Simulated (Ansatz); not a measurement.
# Pb in Ansatz: the effect of functional

The system is Pb.

```
CELL_PARAMETERS angstrom
3.09820 -1.78465 0.00000
3.09820 1.78465 0.00000
-2.15695 0.00000 6.21477
ATOMIC_POSITIONS crystal
Pb 0.90851 0.90851 0.72629
Pb 0.09149 0.09149 0.27371
```

This isn't the form of Pb at room conditions, which is fcc.

The cell isn't the ideal one: volume scaled by 1.06.

Alike in all runs:

```yaml
Program: Ansatz 0.2.0
Task: single point
Potentials_or_basis: Ansatz PAW
k_mesh: 9 × 9 × 5
Occupations: fermi-dirac, width 0.05 eV
Spin: no spin polarisation
```

```tsv
functional	cutoff	pressure (GPa)	largest force (eV/Å)
LDA	420 eV (not typed: the program's choice for these potentials)	-4.9	0.26
PBEsol	420 eV (not typed: the program's choice for these potentials)	-3.6	0.23
r2SCAN	500 eV (not typed: the program's choice for these potentials)	?	?
```

Question: What does the run with functional r2SCAN give?

Answer: Pressure -2.4 GPa; largest force 0.25 eV/Å.

Caveats: the PAW data sets come from PBE, with cores solved anew for the run's functional, which leaves a small shift of forces and pressure.
